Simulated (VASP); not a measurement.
# PtSe2 (Sudovikovite) (P-3m1) in VASP: settings compared

The runs below take PtSe2 (Sudovikovite) through band structure, with r2SCAN, PBE, TB-mBJ.

Program: VASP 6.6.1. These are calculated values, not measurements. Logs are shortened: lines on timing, memory, paths and dates and some standing lists are left out, and cuts for length are marked.

## 1. Starting point

Symmetry: P-3m1, No. 164, trigonal system. The conventional cell has a = 3.768 Å, b = 3.768 Å, c = 4.820 Å, α = 90.00°, β = 90.00°, γ = 120.00°. Around Pt (site symmetry -3m) lie 6 Se at 2.53 Å. Se (site symmetry 3m) has 3 Pt at 2.53 Å as nearest neighbours.

## 2. Band structure, r2SCAN

File INCAR:

```
SYSTEM = PtSe2
ALGO = Normal
EDIFF = 1E-6
ENCUT = 520
ISIF = 2
ISMEAR = 0
KPAR = 2
LASPH = .TRUE.
LCHARG = .FALSE.
LMAXMIX = 4
LMIXTAU = .TRUE.
LREAL = .FALSE.
LWAVE = .FALSE.
METAGGA = R2SCAN
NBANDS = 18
NELM = 80
PREC = Accurate
SIGMA = 0.03
```

File KPOINTS:

```
k-points
0
G
  9 9 5
  0 0 0
```

File POSCAR:

```
PtSe2                                   
1.0
    3.7683257513      0.0000000000      0.0000000000
   -1.8841628756      3.2634658303      0.0000000000
   -0.0000000000     -0.0000000000      4.8198134677
  Pt              Se            
     1     2
Direct
     0.0000000000000000    0.0000000000000000    0.0000000000000000
     0.3333333332999970    0.6666666667000030    0.2665143349454959
     0.6666666667000030    0.3333333332999970    0.7334856650545041
```

File KPOINTS_OPT:

```
explicit points
213
Reciprocal
 0.0000000000  0.0000000000  0.0000000000 1
 0.0357142857  0.0000000000  0.0000000000 1
 0.0714285714  0.0000000000  0.0000000000 1
 0.1071428571  0.0000000000  0.0000000000 1
 0.1428571429  0.0000000000  0.0000000000 1
 0.1785714286  0.0000000000  0.0000000000 1
[... 205 lines left out ...]
 0.5000000000  0.0000000000  0.0281974800 1
 0.5000000000  0.0000000000 -0.0281974800 1
```

Potentials or basis: VASP PAW PBE potentials, release 64 (Pt, Se).

Run with:

```
$ cat potpaw_PBE.64/Pt/POTCAR potpaw_PBE.64/Se/POTCAR > POTCAR
$ mpirun -np 2 vasp_std > vasp.out
```

OUTCAR:

```text
SYSTEM = PtSe2
   EDIFF = 1E-6
   ENCUT = 520
   ISIF = 2
   ISMEAR = 0
   LASPH = .TRUE.
   LREAL = .FALSE.
   METAGGA = R2SCAN
   NELM = 80
   PREC = Accurate

 ion  position               nearest neighbor table
   1  0.000  0.000  0.000-   2 2.53   3 2.53   2 2.53   3 2.53   3 2.53   2 2.53
   2  0.333  0.667  0.267-   1 2.53   1 2.53   1 2.53
   3  0.667  0.333  0.733-   1 2.53   1 2.53   1 2.53

  LATTYP: Found a hexagonal cell.
 ALAT       =     3.7683257513
 C/A-ratio  =     1.2790331266

  Lattice vectors:

 A1 = (   3.7683257513,   0.0000000000,   0.0000000000)
 A2 = (  -1.8841628756,   3.2634658303,   0.0000000000)
 A3 = (   0.0000000000,   0.0000000000,   4.8198134677)

Analysis of symmetry for initial positions (statically):
=====================================================================
 Subroutine PRICEL returns:
 Original cell was already a primitive cell.

 Routine SETGRP: Setting up the symmetry group for a
 hexagonal supercell.

 Subroutine GETGRP returns: Found 12 space group operations
 (whereof 12 operations were pure point group operations)
 out of a pool of 24 trial point group operations.

The static configuration has the point symmetry D_3d.

Analysis of symmetry for dynamics (positions and initial velocities):
=====================================================================
 Subroutine PRICEL returns:
 Original cell was already a primitive cell.

 Routine SETGRP: Setting up the symmetry group for a
 hexagonal supercell.

 Subroutine GETGRP returns: Found 12 space group operations
 (whereof 12 operations were pure point group operations)
 out of a pool of 24 trial point group operations.

The dynamic configuration has the point symmetry D_3d.

 Subroutine INISYM returns: Found 12 space group operations
 (whereof 12 operations are pure point group operations),
 and found     1 'primitive' translations

----------------------------------------------------------------------------------------

                                     Primitive cell

  volume of cell :      59.2731

  direct lattice vectors                    reciprocal lattice vectors
     3.768325751  0.000000000  0.000000000     0.265369840  0.153211348  0.000000000
    -1.884162876  3.263465830  0.000000000     0.000000000  0.306422697  0.000000000
     0.000000000  0.000000000  4.819813468     0.000000000  0.000000000  0.207476909

  length of vectors
     3.768325751  3.768325751  4.819813468     0.306422697  0.306422697  0.207476909

  position of ions in fractional coordinates (direct lattice)
     0.000000000  0.000000000  0.000000000
     0.333333333  0.666666667  0.266514335
     0.666666667  0.333333333  0.733485665

  ion indices of the primitive-cell ions
   primitive index   ion index
                 1           1
                 2           2
                 3           3

----------------------------------------------------------------------------------------

 KPOINTS: k-points

Automatic generation of k-mesh.
 Grid dimensions read from file:
 generate k-points for:    9    9    5

 Generating k-lattice:

  Cartesian coordinates                     Fractional coordinates (reciprocal lattice)
     0.029485538  0.017023483  0.000000000     0.111111111 -0.000000000  0.000000000
     0.000000000  0.034046966  0.000000000     0.000000000  0.111111111  0.000000000
     0.000000000  0.000000000  0.041495382     0.000000000  0.000000000  0.200000000

  Length of vectors
     0.034046966  0.034046966  0.041495382

  Shift w.r.t. Gamma in fractional coordinates (k-lattice)
     0.000000000  0.000000000  0.000000000

 Subroutine IBZKPT returns following result:
 ===========================================

 Found     50 irreducible k-points:

 Following reciprocal coordinates:
            Coordinates               Weight
  0.000000  0.000000  0.000000      1.000000
  0.111111 -0.000000  0.000000      6.000000
  0.222222 -0.000000  0.000000      6.000000
  0.333333 -0.000000  0.000000      6.000000
  0.444444 -0.000000  0.000000      6.000000
  0.111111  0.111111  0.000000      6.000000
[... 16 lines left out ...]
  0.222222  0.111111  0.200000     12.000000
 -0.111111  0.333333  0.200000     12.000000
 [... further k-points ...]
   k-points           NKPTS =     50   k-points in BZ     NKDIM =     50   number of bands    NBANDS=     18
   number of dos      NEDOS =    301   number of ions     NIONS =      3
   total plane-waves  NPLWV =  28224
   dimension x,y,z NGX =    28 NGY =   28 NGZ =   36
   dimension x,y,z NGXF=    56 NGYF=   56 NGZF=   72
   ions per type =               1   2
   NGX,Y,Z   is equivalent  to a cutoff of  12.35, 12.35, 12.42 a.u.
   NGXF,Y,Z  is equivalent  to a cutoff of  24.71, 24.71, 24.83 a.u.
 SYSTEM =  PtSe2
   PREC   = accura    normal or accurate (medium, high low for compatibility)
   ISTART =      0    job   : 0-new  1-cont  2-samecut
   ICHARG =      2    charge: 1-file 2-atom 10-const
   ISPIN  =      1    spin polarized calculation?
   LNONCOLLINEAR =      F non collinear calculations
   LSORBIT =      F    spin-orbit coupling
   LASPH  =      T    aspherical Exc in radial PAW
   ENCUT  =  520.0 eV  38.22 Ry    6.18 a.u.   7.01  7.01  8.96*2*pi/ulx,y,z
   NELM   =     80;   NELMIN=  2; NELMDL= -5     # of ELM steps
   EDIFF  = 0.1E-05   stopping-criterion for ELM
   LREAL  =      F    real-space projection
   EDIFFG = 0.1E-04   stopping-criterion for IOM
   NSW    =      0    number of steps for IOM
   IBRION =     -1    ionic relax: 0-MD 1-quasi-New 2-CG
   NFREE  =      0    steps in history (QN), initial steepest desc. (CG)
   ISIF   =      2    stress and relaxation
   ISYM   =      2    0-nonsym 1-usesym 2-fastsym
   POTIM  = 0.5000    time-step for ionic-motion
   TEBEG  =    0.0;   TEEND  =   0.0 temperature during run
   PSTRESS=    0.0 pullay stress
   NELECT =      22.0000    total number of electrons
   NUPDOWN=      -1.0000    fix difference up-down
   EMIN   =  10.00;   EMAX   =-10.00  energy-range for DOS
   EFERMI =   0.00;   METHOD = LEGACY
   ISMEAR =     0;   SIGMA  =   0.03  broadening in eV -4-tet -1-fermi 0-gaus
   EFERMI_NEDOS =   21; number of points for ismear=-14 and -15
   IALGO  =     38    algorithm
   IMIX   =      4    mixing-type and parameters
     AMIX     =   0.40;   BMIX     =  1.00
     AMIX_MAG =   1.60;   BMIX_MAG =  1.00
  volume/ion in A,a.u.               =      19.76       133.33
  Fermi-wavevector in a.u.,A,eV,Ry     =   1.176512  2.223286 18.832929  1.384181
  Thomas-Fermi vector in A             =   2.312875
   LORBIT       =      0    0 simple, 1 ext, 2 COOP (PROOUT), +10 PAW based schemes
   METAGGA = R2SCAN    functional components
   LHFCALC =     F    Hartree Fock is set to
   AEXX    =    0.0000 exact exchange contribution
   IVDW    =     0    specifies the selected vdW correction
   LEPSILON=     F    determine dielectric tensor
   LRPA    =     F    only Hartree local field effects (RPA)
 non-spin polarized calculation
 Gauss-broadening in eV      SIGMA  =   0.03
  energy-cutoff  :      520.00
  volume of cell :       59.27
 maximum number of plane-waves:      1620
   NGX = 13   NGY = 13   NGZ = 17

 number of electron      21.9999997 magnetization

 Free energy of the ion-electron system (eV)
  ---------------------------------------------------
  ext. energy  EPLUGINS =         0.00000000
  ---------------------------------------------------
  free energy    TOTEN  =       -81.38828440 eV

  energy without entropy =      -81.38780985  energy(sigma->0) =      -81.38804712

 E-fermi :   6.6410     XC(G=0): -11.4826

 val. band max:        6.6012138299   @ k =   0.3333   0.3333   0.0000
 cond. band min:       6.6559145205   @ k =  -0.1111   0.4444   0.2000
 fundamental gap:      0.0547006906
 Fermi energy:         6.6409730733

 k-point     1 :       0.0000    0.0000    0.0000
  band No.  band energies     occupation
      1      -9.7660      2.00000
      2      -6.5137      2.00000
      3      -0.8756      2.00000
      4       0.0387      2.00000
      5       0.0387      2.00000
      6       2.5279      2.00000
[... 10 lines left out ...]
     17      14.2725      0.00000
     18      19.0000      0.00000

 k-point     2 :       0.1111   -0.0000    0.0000
  band No.  band energies     occupation
      1      -9.6278      2.00000
      2      -6.5979      2.00000
      3      -0.7031      2.00000
      4       0.1292      2.00000
      5       0.1794      2.00000
      6       2.3449      2.00000
[... 10 lines left out ...]
     17      14.6677      0.00000
     18      17.1776      0.00000

 k-point     3 :       0.2222   -0.0000    0.0000
  band No.  band energies     occupation
      1      -9.2364      2.00000
      2      -6.8184      2.00000
      3      -0.2312      2.00000
      4       0.3681      2.00000
      5       0.5457      2.00000
      6       1.5645      2.00000
[... 10 lines left out ...]
     17      15.2757      0.00000
     18      15.6732      0.00000

 k-point     4 :       0.3333   -0.0000    0.0000
  band No.  band energies     occupation
      1      -8.6695      2.00000
      2      -7.1209      2.00000
      3      -0.0163      2.00000
      4       0.5806      2.00000
      5       0.6402      2.00000
      6       1.4002      2.00000
[... 375 lines left out ...]
      4       0.2921      2.00000
      5       0.8323      2.00000
      6       1.7981      2.00000
[... 10 lines left out ...]
     17      14.8241      0.00000
     18      15.5428      0.00000

 k-point    23 :       0.2222    0.1111    0.2000
  band No.  band energies     occupation
      1      -8.7039      2.00000
      2      -7.2540      2.00000
      3      -0.0637      2.00000
      4       0.4763      2.00000
      5       0.8356      2.00000
      6       1.5552      2.00000
[... 10 lines left out ...]
     17      15.0470      0.00000
     18      16.2593      0.00000

 k-point    24 :      -0.1111    0.3333    0.2000
  band No.  band energies     occupation
      1      -8.7511      2.00000
      2      -7.1523      2.00000
      3      -0.3791      2.00000
      4       0.3256      2.00000
      5       0.6546      2.00000
      6       1.4898      2.00000
[... 10 lines left out ...]
     17      15.1527      0.00000
     18      17.0623      0.00000

 [... further k-points ...]

------------------------ aborting loop because EDIFF is reached ----------------------------------------

  FORCE on cell =-STRESS in cart. coord.  units (eV):
  Direction    XX          YY          ZZ          XY          YZ          ZX
  --------------------------------------------------------------------------------------
  -------------------------------------------------------------------------------------
  Total        0.4138708      0.4138708      1.0984159      0.0000000      0.0000000      0.0000000
  in kB       11.1871029     11.1871029     29.6906476      0.0000000      0.0000000      0.0000000
  external PRESSURE =      17.3549511 kB  Pullay stress =       0.0000000 kB

 VOLUME and BASIS-vectors are now :
 -----------------------------------------------------------------------------
  energy-cutoff  :      520.00
  volume of cell :       59.27
      direct lattice vectors                 reciprocal lattice vectors
     3.768325751  0.000000000  0.000000000     0.265369840  0.153211348  0.000000000
    -1.884162876  3.263465830  0.000000000     0.000000000  0.306422697  0.000000000
     0.000000000  0.000000000  4.819813468     0.000000000  0.000000000  0.207476909

 POSITION                                       TOTAL-FORCE (eV/Angst)
 -----------------------------------------------------------------------------------
      0.00000      0.00000      0.00000        -0.000000      0.000000      0.000000
     -0.00000      2.17564      1.28455        -0.000000      0.000000     -0.258027
      1.88416      1.08782      3.53526         0.000000      0.000000      0.258027
 -----------------------------------------------------------------------------------
    total drift:                                0.000000     -0.000000      0.000000

  FREE ENERGIE OF THE ION-ELECTRON SYSTEM (eV)
  ---------------------------------------------------
  free  energy   TOTEN  =       -81.3882843968 eV

  energy  without entropy=      -81.3878098508  energy(sigma->0) =      -81.38804712
```

It took 4 min on 2 MPI ranks of AMD EPYC 9R14 (Zen 4), shared host; peak memory 0.2 GiB.

What came out:

```yaml
Free_energy: -81.3883 eV
Pressure: 1.7 GPa
Largest_force: 0.258 eV/Å
Band_gap_along_the_path: none (metal or under the smearing width)
```

Forces in eV/Å, atoms in the order of the input:
```
Pt   0.000  0.000  0.000
Se   0.000  0.000 -0.258
Se   0.000  0.000  0.258
```

Stress tensor (GPa, compression positive):
```
1.12 0.00 0.00
0.00 1.12 0.00
0.00 0.00 2.97
```

Levels at the corners of the path, in eV from the Fermi level:
```csv
point,band 9,band 10,band 11,band 12,band 13,band 14
Γ,-1.21,-1.21,0.68,1.01,1.01,3.69
M,-3.65,-3.56,-3.13,0.48,2.50,5.25
M,-3.65,-3.56,-3.13,0.48,2.50,5.25
K,-2.49,-1.91,-1.91,-0.04,-0.04,4.01
K,-2.49,-1.91,-1.91,-0.04,-0.04,4.01
Γ,-1.21,-1.21,0.68,1.01,1.01,3.69
Γ,-1.21,-1.21,0.68,1.01,1.01,3.69
A,-1.95,-1.95,-1.84,2.32,2.32,5.34
A,-1.95,-1.95,-1.84,2.32,2.32,5.34
L,-3.37,-2.81,-1.25,0.55,1.51,5.16
L,-3.37,-2.81,-1.25,0.55,1.51,5.16
H,-3.78,-2.77,-2.77,2.35,2.35,6.86
H,-3.78,-2.77,-2.77,2.35,2.35,6.86
A,-1.95,-1.95,-1.84,2.32,2.32,5.34
L,-3.37,-2.81,-1.25,0.55,1.51,5.16
M,-3.65,-3.56,-3.13,0.48,2.50,5.25
K,-2.49,-1.91,-1.91,-0.04,-0.04,4.01
H,-3.78,-2.77,-2.77,2.35,2.35,6.86
```

Caveat: the PAW data sets were made with another functional, which shifts forces and pressure a little; spin-orbit coupling is left out, which moves the levels of the heavy elements.

## 3. Band structure, PBE, spin-orbit coupling, no magnetisation

File INCAR:

```
SYSTEM = PtSe2
ALGO = Fast
EDIFF = 1E-6
ENCUT = 520
GGA = PE
GGA_COMPAT = .FALSE.
ISIF = 2
ISMEAR = 0
KPAR = 2
LASPH = .TRUE.
LCHARG = .FALSE.
LMAXMIX = 4
LORBIT = 11
LREAL = .FALSE.
LSORBIT = .TRUE.
LWAVE = .FALSE.
MAGMOM = 0 0 0 0 0 0 0 0 0
NBANDS = 35
NELM = 80
PREC = Accurate
SIGMA = 0.03
```

File KPOINTS:

```
k-points
0
G
  6 6 4
  0 0 0
```

POSCAR is that of step 2.

KPOINTS_OPT is that of step 2.

Potentials or basis: VASP PAW PBE potentials, release 64 (Pt, Se).

Run with:

```
$ cat potpaw_PBE.64/Pt/POTCAR potpaw_PBE.64/Se/POTCAR > POTCAR
$ mpirun -np 2 vasp_ncl > vasp.out
```

It took 3.3 min on 2 MPI ranks of AMD EPYC 9R14 (Zen 4), shared host; peak memory 0.35 GiB.

It converged, with:

* Free energy: -14.5901 eV
* Pressure: 4.3 GPa
* Largest force: 0.031 eV/Å
* Valence electrons inside the program's atomic spheres: Pt 9.37; Se 3.78

Forces on the atoms (eV/Å):
```
Pt   0.000  0.000  0.000
Se   0.000  0.000 -0.031
Se   0.000  0.000  0.031
```

Stress tensor (GPa, compression positive):
```
4.17 0.00 0.00
0.00 4.17 0.00
0.00 0.00 4.52
```

(Continued in part 2 of 2.)
